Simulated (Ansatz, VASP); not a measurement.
ZrB2: VASP beside Ansatz

File INCAR:

```
  PREC = Accurate
  ENCUT = 520
  EDIFF = 1E-8
  ISMEAR = -1
  SIGMA = 0.05
  LREAL = False
  LASPH = True
  NELM = 80
  ALGO = Normal
  ISIF = 2
  LWAVE = False
  LCHARG = False
  GGA = PE
  LEFG = True
  NBANDS = 16
```

Contents of KPOINTS:

```
Automatic mesh
0
Gamma
  11 11 9
```

The input POSCAR:

```
ZrB2
1.0
    3.1675246616      0.0000000000      0.0000000000
   -1.5837623308      2.7431568240      0.0000000000
    0.0000000000      0.0000000000      3.5523880600
Zr B
1 2
Direct
    0.0000000000      0.0000000000      0.0000000000
    0.3333333333      0.6666666667      0.5000000000
    0.6666666667      0.3333333333      0.5000000000
```

Input for Ansatz:

```yaml
crystal:
  lattice:
    - [3.1675246616, 0.0, 0.0]
    - [-1.5837623308, 2.743156824, 0.0]
    - [0.0, 0.0, 3.55238806]
  atoms:
    - { symbol: Zr, position: [0.0, 0.0, 0.0] }
    - { symbol: B, position: [0.3333333333, 0.6666666667, 0.5] }
    - { symbol: B, position: [0.6666666667, 0.3333333333, 0.5] }
kpoints:
  mp_grid: { grid: [11, 11, 9] }
scf:
  occupations: { method: fermi_dirac, width: 0.05 }
hamiltonian:
  xc: pbe
  pseudopotentials: { kind: paw }
output:
  forces: true
  stress: true
  eigenvalues: true
  efg: { contact_densities: true }
  populations: true
```

Change from the starting cell: shortest bond scaled by 1, PAW files.

Alike in both runs: task electric field gradients; functional PBE; k mesh 11 × 11 × 9; occupations fermi-dirac, width 0.05 eV; no spin polarisation.

|  | VASP | Ansatz |
| --- | --- | --- |
| version | VASP 6.6.1 | Ansatz 0.2.0 |
| potentials or method | VASP PAW PBE potentials, release 64 (Zr_sv, B) | PAW with Ansatz's default frozen-core files, scalar-relativistic |
| plane-wave cutoff (eV) | 520 | 420 |
| valence electrons in the cell | 18 | 18 |

|  | VASP | Ansatz | Ansatz less VASP |
| --- | --- | --- | --- |
| pressure (GPa) | 0.0 | -0.1 | -0.13 |
| largest component of the traceless stress (GPa) | 0.83 | 0.87 | +0.044 |
| Vzz of the field gradient on the site that differs most (V/Å²) | 42.0 | 45.6 | +3.59 |

Ansatz warned: «gradients_without_spin_orbit».
